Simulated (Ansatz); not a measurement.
# InPd (Pm-3m) in Ansatz: a series of runs, part 2 of 2

Ansatz 0.2.0. The steps go on from the part before.

**4. Relaxation of cell and atoms, BLYP**

File input.yaml:

```yaml
crystal:
  lattice:
    - [3.27188478, 0.0, 0.0]
    - [0.0, 3.27188478, 0.0]
    - [0.0, 0.0, 3.27188478]
  atoms:
    - { symbol: In, position: [0.0, 0.0, 0.0] }
    - { symbol: Pd, position: [0.5, 0.5, 0.5] }
hamiltonian:
  xc: blyp
  pseudopotentials: { kind: paw }
kpoints:
  mp_grid: { grid: [8, 8, 8] }
scf:
  occupations: { method: fermi_dirac, width: 0.05 }
output:
  forces: true
  stress: true
  eigenvalues: true
  write_density: true
  write_potential: true
  elf: true
  volumetric_format: npy
relax:
  f_tol: 0.01
  max_steps: 40
  cell: { stress_tol: 0.05 }
```

Potentials or basis: Ansatz PAW.

Run with:

```bash
> ansatz run input.yaml --threads 2 --pin off --max-ram 5632MiB --backend cpu --events-out ev --progress --plain --runs-dir out
```

The log of the run:

```text
Warning: RAYON_NUM_THREADS=2 ignored (pool sized by the plan → 2); use --threads N
Engine: ansatz 0.2.0, aarch64-unknown-linux-gnu
Pseudopotentials: kind: paw
Pseudopotential: In, paw, valence charge 13, recommended cutoff 420 eV (normal), In.paw.azcp
Pseudopotential: Pd, paw, valence charge 18, recommended cutoff 420 eV (normal), Pd.paw.azcp
Functional definition: BLYP
  parameter beta = 0.0042
  parameter a = 0.04918
  parameter b = 0.132
  parameter c = 0.2533
  parameter d = 0.349
  exchange = b88_x(beta = beta)
  correlation = lyp_c(a = a, b = b, c = c, d = d)
Crystal: 2 atoms, lattice volume = 35.026 Å³
Basis set: ecut = 420 eV, 691 PW (Γ), exchange–correlation on 48×48×48 points (8 copies of the dense FFT grid, shifted against one another)
Bands: 20, of which v1, the nominal top of the filled ones, is band 16 counted from 1 (15 counted from 0)
Symmetry: 48 space group operations
Space group: Pm-3m (ITA 221), of the structure as read, at distance tolerance 3.3e-5 Å
k-points: 35 of 512
Non-local potential: In, projectors of the file, l = 0: 2, l = 1: 2, l = 2: 2, l = 3: 2
Non-local potential: Pd, projectors of the file, l = 0: 2, l = 1: 2, l = 2: 2, l = 3: 1
[... 70 lines left out ...]
Entropy (-TS):   -0.010280 eV (-5.140 meV/atom)
Fermi energy:    14.916103 eV
--- Per-component energies (eV) ---
  E_band       = -189.469491
  E_kinetic    = 758.681678
  E_local      = -3115.813329  (includes V_loc(G=0)·N_el)
  E_nonlocal   = 581.762750
  E_hartree    = 1260.135573
  E_xc         = -378.911226
  E_vxc        = -305.135309  (∫ρ·V_xc dr)
  E_paw        = -7941.654428  (= ΣΔE_a)
  E_vpaw       = -629.236671  (= ΣTr[D̂ρ^β])
  E_aug_tail   = 0.000231  (compensation charges beyond the density's cutoff)
  E_ewald      = -3766.234925
  E_core_change = -0.102304  (= ΣΔE_core)
  E_smearing   = -0.010280  (= −TS)
  E_closure    = 0.000000  (closes the sum)
  Σ components = -12602.146259   (vs F -12602.146259, Δ=0.00e0)
--- Forces (eV/Å), atoms counted from 1 ---
  atom   1  In    -0.00000000    -0.00000000     0.00000000
  atom   2  Pd     0.00000000    -0.00000000    -0.00000000
  max |Σ_I F_I| component: 6.31e-29 eV/Å
--- Stress (GPa, compression-positive) ---
        0.025843       0.000000      -0.000000
        0.000000       0.025843      -0.000000
       -0.000000      -0.000000       0.025843
  P = ⅓ Tr σ = 0.0258 GPa (0.258 kbar)
--- Band table (eV; the first three rows and the last of 35) ---
  k-point 0: bands = ["-69.1877", "-34.9271", "-34.9271", "-34.9271", "0.2210", "0.2210", "0.5130", "0.5130", "0.5130", "5.8437", "11.6967", "11.6967", "12.9480", "12.9480", "12.9480", "19.0628", "19.0628", "19.0628", "22.8150", "25.2543"]
  k-point 1: bands = ["-69.1876", "-34.9300", "-34.9269", "-34.9269", "0.2260", "0.2588", "0.5014", "0.5014", "0.5160", "6.0696", "11.7037", "11.7295", "12.8072", "12.8072", "12.9417", "17.5655", "19.4829", "19.4829", "23.5164", "25.2104"]
  k-point 2: bands = ["-69.1873", "-34.9369", "-34.9264", "-34.9264", "0.2382", "0.3501", "0.4736", "0.4736", "0.5233", "6.7406", "11.6565", "11.7207", "12.5074", "12.5074", "12.9264", "15.4211", "20.6138", "20.6138", "23.9494", "25.0919"]
  k-point 34: bands = ["-69.1853", "-34.9433", "-34.9433", "-34.9433", "0.3199", "0.3199", "0.3199", "0.6646", "0.6646", "10.8179", "10.8179", "10.8179", "13.4646", "13.4646", "14.2306", "18.8947", "18.8947", "18.8947", "19.0731", "19.0731"]
--- Relaxed structure (4 steps of the walk, 4 accepted, 1 SCFs on fresh bases) ---
  F+E_penalty+E_count = -12602.14625878 eV   max|allowed force component| = 2.735e-29 eV/Å   (the final SCF, on the basis selected at the relaxed cell)
  cell:  # Å, volume = 39.0097 Å³
    - [3.3914931904541015, 5.817913373669774e-34, 2.0543252740130515e-33]
    - [1.6089539743735032e-33, 3.3914931904541015, -2.5679065925163143e-34]
    - [2.182720603638867e-33, -2.5679065925163143e-34, 3.3914931904541015]
  atoms:
    - { symbol: In, position: [4.905251035169913e-36, 2.4526255174472143e-36, 2.4526255174516755e-36] }
    - { symbol: Pd, position: [0.49999999999999994, 0.49999999999999994, 0.49999999999999994] }
```

v_z.tsv:

```text
# z_ang	v_es[eV]	v_tot[eV]
# format = ansatz-planar-average/11
# xc	blyp
# density_cutoff_ev	1680
# datasets	In=:simpson_from_first_knot:soft:shift=-282499	Pd=:simpson_from_first_knot:soft:shift=-131787
# lattice	3.391493190	0.000000000	0.000000000
# lattice	0.000000000	3.391493190	-0.000000000
# lattice	0.000000000	-0.000000000	3.391493190
# sites	2
# site	49	0.000000000	0.000000000	0.000000000
# site	46	1.695746595	1.695746595	1.695746595
0.000000	5.324337e0	-6.310289e0
0.141312	5.537356e0	-6.069024e0
0.282624	6.180421e0	-5.222416e0
0.423937	7.230970e0	-3.779682e0
0.565249	8.562504e0	-1.993706e0
0.706561	9.873480e0	-3.249530e-1
[... 16 lines left out ...]
3.108869	6.180421e0	-5.222416e0
3.250181	5.537356e0	-6.069024e0
```

Wall time 4.7 s (2 threads of Arm Neoverse V2, shared host); peak memory 0.32 GiB.

Results:

```
Free energy                            : -12602.1463 eV
Relaxed volume                         : 19.50 Å³/atom
Relaxed cell                           : a = 3.391 Å, b = 3.391 Å, c = 3.391 Å, α = 90.00°, β = 90.00°, γ = 90.00°
Space group after relaxing (to 0.05 Å) : Pm-3m (No. 221)
Energy gained by relaxing              : 63.5 meV/atom
Ionic steps                            : 5
Pressure after relaxing                : 0.0 GPa
Band gap on the k mesh                 : none (metal or under the smearing width)
```

Step by step:
```tsv
step	energy change (eV)	largest force (eV/Å)	volume (Å³)
1	0.0000	0.0000	35.03
2	-0.1135	0.0000	40.40
3	-0.1254	0.0000	39.25
4	-0.1258	0.0000	39.01
5	-0.1269	0.0000	39.01
```

Final structure:
```
CELL_PARAMETERS angstrom
3.39149 0.00000 0.00000
0.00000 3.39149 0.00000
0.00000 0.00000 3.39149
ATOMIC_POSITIONS crystal
In 0.00000 0.00000 0.00000
Pd 0.50000 0.50000 0.50000
```

Caveat: the plane-wave basis is chosen anew once the cell has moved, so the energies of steps on either side of that aren't comparable; the PAW data sets come from PBE, with cores solved anew for the run's functional, which leaves a small shift of forces and pressure.

**5. Single point, PBE**

File input.yaml:

```yaml
crystal:
  lattice:
    - [3.27188478, 0.0, 0.0]
    - [0.0, 3.27188478, 0.0]
    - [0.0, 0.0, 3.27188478]
  atoms:
    - { symbol: In, position: [0.0, 0.0, 0.0] }
    - { symbol: Pd, position: [0.5, 0.5, 0.5] }
hamiltonian:
  xc: pbe
  pseudopotentials: { kind: paw }
kpoints:
  mp_grid: { grid: [8, 8, 8] }
scf:
  occupations: { method: gaussian, width: 0.012 }
output:
  forces: true
  stress: true
  eigenvalues: true
```

Potentials or basis: Ansatz PAW.

Run with:

```bash
> ansatz run input.yaml --threads 2 --pin off --max-ram 5632MiB --backend cpu --events-out ev --progress --plain --runs-dir out
```

The log of the run:

```text
Warning: RAYON_NUM_THREADS=2 ignored (pool sized by the plan → 2); use --threads N
[... 4 set-up lines as earlier in the session ...]
Functional definition: PBE
[... 2 set-up lines as earlier in the session ...]
  exchange = pbe_x(kappa = kappa, mu = beta*pi^2/3)
[... 1 set-up line as earlier in the session ...]
Crystal: 2 atoms, lattice volume = 35.026 Å³
[... 33 lines left out ...]
  E_local      = -2901.082148  (includes V_loc(G=0)·N_el)
  E_nonlocal   = 585.204714
  E_hartree    = 1180.015435
  E_xc         = -384.867302
  E_vxc        = -312.320263  (∫ρ·V_xc dr)
  E_paw        = -7907.557948  (= ΣΔE_a)
  E_vpaw       = -636.594469  (= ΣTr[D̂ρ^β])
  E_aug_tail   = 0.000244  (compensation charges beyond the density's cutoff)
  E_ewald      = -3903.915009
  E_smearing   = -0.000423  (= −TS)
  E_closure    = 0.000000  (closes the sum)
  Σ components = -12571.654267   (vs F -12571.654267, Δ=0.00e0)
--- Forces (eV/Å), atoms counted from 1 ---
  atom   1  In    -0.00000000     0.00000000    -0.00000000
  atom   2  Pd     0.00000000     0.00000000     0.00000000
  max |Σ_I F_I| component: 1.96e-28 eV/Å
--- Stress (GPa, compression-positive) ---
        3.738505       0.000000       0.000000
        0.000000       3.738505       0.000000
        0.000000       0.000000       3.738505
  P = ⅓ Tr σ = 3.7385 GPa (37.385 kbar)
--- Band table (eV; the first three rows and the last of 35) ---
  k-point 0: bands = ["-67.7575", "-33.5050", "-33.5050", "-33.5050", "1.7752", "1.7752", "2.1840", "2.1840", "2.1840", "6.6888", "12.9445", "12.9445", "14.4881", "14.4881", "14.4881", "20.9763", "20.9763", "20.9763", "26.1664", "27.3276"]
  k-point 1: bands = ["-67.7573", "-33.5097", "-33.5047", "-33.5047", "1.7836", "1.8268", "2.1683", "2.1683", "2.1886", "6.9373", "12.9472", "12.9799", "14.3106", "14.3106", "14.4774", "19.4766", "21.4644", "21.4644", "26.5988", "27.2368"]
  k-point 2: bands = ["-67.7567", "-33.5210", "-33.5039", "-33.5039", "1.8039", "1.9508", "2.1309", "2.1309", "2.1999", "7.6769", "12.8960", "12.9536", "13.9384", "13.9384", "14.4514", "17.2304", "22.7638", "22.7638", "26.7461", "26.9991"]
  k-point 34: bands = ["-67.7530", "-33.5312", "-33.5312", "-33.5312", "1.9138", "1.9138", "1.9138", "2.3957", "2.3957", "11.8921", "11.8921", "11.8921", "15.1037", "15.1037", "16.6744", "20.5499", "20.5499", "20.5499", "21.1532", "21.1532"]
```

It took 0.81 s on 2 threads of Arm Neoverse V2, shared host; peak memory 0.3 GiB.

Results:

```
Free energy            : -12571.6543 eV
Pressure               : 3.7 GPa
Band gap on the k mesh : none (metal or under the smearing width)
```

**6. Summary**

```csv
task,level,cell,smearing,gap on the mesh (eV),pressure (GPa),relaxed volume (Å³/atom)
relaxation of cell and atoms,RPBE,relaxed,fermi-dirac 0.05 eV,none,0.0,18.59
relaxation of cell and atoms,revPBE,relaxed,fermi-dirac 0.05 eV,none,0.0,18.43
relaxation of cell and atoms,BLYP,relaxed,fermi-dirac 0.05 eV,none,0.0,19.50
single point,PBE,as given,gaussian 0.012 eV,none,3.7,-
```

Alike in all rows: potentials or basis Ansatz PAW; no spin polarisation; k mesh 8 × 8 × 8; cutoff (eV) 420.

Caveats: the plane-wave basis is chosen anew once the cell has moved, so the energies of steps on either side of that aren't comparable (some runs); the PAW data sets come from PBE, with cores solved anew for the run's functional, which leaves a small shift of forces and pressure (some runs).

Absolute energies hang on the potentials; compare differences alone.
